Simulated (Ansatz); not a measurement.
# SrO (rocksalt) under strain

SrO built on the rocksalt prototype, relaxed with r2SCAN in the PAW code Ansatz. Space group Fm-3m (No. 225), cubic; a = 5.160 Å in the conventional setting, 17.17 Å³ an atom. Sr is surrounded by 6 O at 2.58 Å; O is surrounded by 6 Sr at 2.58 Å.

The axes x, y and z are those of this cell:
```xyz
2
Lattice="0.0000 2.5799 2.5799 2.5799 0.0000 2.5799 2.5799 2.5799 0.0000" Properties=species:S:1:pos:R:3 pbc="T T T"
Sr    0.0000    0.0000    0.0000
O     2.5799    2.5799    2.5799
```

Unstrained: The PBE gap is indirect, 3.318 eV (Γ to X), below the direct gap of 3.403 eV at X. r2SCAN gives an indirect gap of 3.799 eV, from Γ to X; the least direct gap is 3.880 eV at X. HSE06 gives an indirect gap of 4.794 eV, from Γ to X; the least direct gap is 4.890 eV at X. Meshes: PBE 8×8×8, r2SCAN 8×8×8, HSE06 6×6×6. Strains are changes of length per length. After each strain the atoms were relaxed again with r2SCAN within the symmetry that the strain leaves, so tilts or polar shifts that break it weren't tested; points keep the names that they have in the unstrained zone. The values are computed, spin-unpolarised, and not measurements.

Changes of the least gap in eV (an overlap counts as a negative gap):
```csv
strain,volume change (%),space group,PBE,r2SCAN,HSE06,"energy rise, r2SCAN (meV/atom)"
isotropic -3.83 % on every length,-11.1,Fm-3m,-0.100,-0.100,-0.066,75.9
uniaxial +1.76 % along z,+1.8,I4/mmm,-0.030,-0.032,-0.032,2.8
uniaxial +4.98 % along [111],+5.0,R-3m,-0.043,-0.046,-0.060,21.9
```

Isotropic -3.83 % on every length. HSE06: the gap goes from 4.794 to 4.728 eV (-0.066 eV); it turns from indirect (Γ → X) to direct (X). Stress change with r2SCAN, compression positive: xx +14.25, yy +14.25, zz +14.25 GPa.

Uniaxial +1.76 % along z, other directions held. HSE06: the gap goes from 4.794 to 4.762 eV (-0.032 eV); with r2SCAN the top three valence levels at Γ, degenerate before, become 2+1 from the top over 53 meV. Stress change with r2SCAN, compression positive: xx -0.83, yy -0.83, zz -2.88 GPa.

Uniaxial +4.98 % along [111], other directions held. HSE06: the gap goes from 4.794 to 4.734 eV (-0.060 eV); with r2SCAN the top three valence levels at Γ, degenerate before, become 2+1 from the top over 115 meV. Stress change with r2SCAN, compression positive: xx -4.17, yy -4.17, zz -4.17, xy -1.97, xz -1.97, yz -1.97 GPa.

The meshes of the hybrids are coarse, so their gaps aren't converged to the digits shown.

The splittings at Γ are without spin-orbit coupling, which regroups them where it is of like size or larger.
